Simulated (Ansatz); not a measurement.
Pd:

```xyz
4
Lattice="2.7626 0.0000 0.0000 -1.3813 2.3924 0.0000 0.0000 0.0000 9.1184" Properties=species:S:1:pos:R:3 pbc="T T T"
Pd    1.3813    0.7975    6.8388
Pd    0.0000    0.0000    4.5592
Pd    0.0000    1.5950    2.2796
Pd    0.0000    0.0000    0.0000
```

This isn't the form of Pd at room conditions, which is fcc.

Base run:

| Item | Value |
| --- | --- |
| Program | Ansatz 0.2.0 |
| Functional | LDA |
| Potentials or basis | all-electron LAPW, scalar-relativistic |
| Cutoff | 245 eV (chosen from the basis error) |
| Basis error allowed | 0.002 eV/atom |
| k mesh | 11 × 11 × 3 |
| Occupations | fermi-dirac, width 0.05 eV |
| Spin | no spin polarisation |

Its results: pressure -11.6 GPa.

Question: The run is repeated on the same cell with these changes: functional from LDA to PBEsol. What comes out?

Answer: Pressure -6.0 GPa.

PBEsol binds less tightly than LDA, so the same cell stands under more pressure.
